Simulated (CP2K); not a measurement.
Runs of CP2K 2026.2 on GaAs. Symmetry: F-43m, No. 216, cubic system. Conventional cell: a = 5.654 Å, b = 5.654 Å, c = 5.654 Å, α = 90.00°, β = 90.00°, γ = 90.00°. As (site symmetry -43m) has 4 Ga at 2.45 Å as nearest neighbours. Around Ga (site symmetry -43m) lie 4 As at 2.45 Å. 

| task | level | potentials or basis | smearing | EPS_DEFAULT | points a segment of the path (NPOINTS) | bands added on the path | CUTOFF of the grids | gap on the mesh (eV) | pressure (GPa) |
| --- | --- | --- | --- | --- | --- | --- | --- | --- | --- |
| band structure | LDA | GTH_POTENTIALS As GTH-PADE-q5, Ga GTH-PADE-q13; TZVP-MOLOPT-PBE-GTH basis | fermi-dirac 0.1 eV | 1.0E-9 | 10 | 4 | 450 Ry | 0.29 | (a) |
| single point | PBEsol | POTENTIAL_UZH As GTH-PBE-q5, Ga GTH-PBE-q13; TZVP-MOLOPT-PBE-GTH basis | fermi-dirac 0.05 eV | 1.0E-10 | - | - | 450 Ry | 0.38 | 1.7 |
| band structure | r2SCAN | POTENTIAL_UZH As GTH-SCAN-q5, Ga GTH-SCAN-q13; TZVP-MOLOPT-SCAN-GTH basis | fermi-dirac 0.01 eV | 1.0E-10 | 10 | 2 | 675 Ry | 0.83 | -0.3 |
| band structure | PBEsol | POTENTIAL_UZH As GTH-PBE-q5, Ga GTH-PBE-q13; TZVP-MOLOPT-PBE-GTH basis | fermi-dirac 0.05 eV | 1.0E-10 | 6 | 2 | 450 Ry | 0.38 | 1.7 |

Alike in all rows: no spin polarisation; cell as given; k mesh 8 × 8 × 8.

Fill in the values left out.

(a) -1.6.

Caveats: the basis of atomic orbitals isn't converged, which shifts pressures, moduli and gaps; the potentials were made for another functional, which shifts forces and pressure (some runs).

A k mesh can miss the band edges, and the runs leave out spin-orbit coupling on As, Ga.
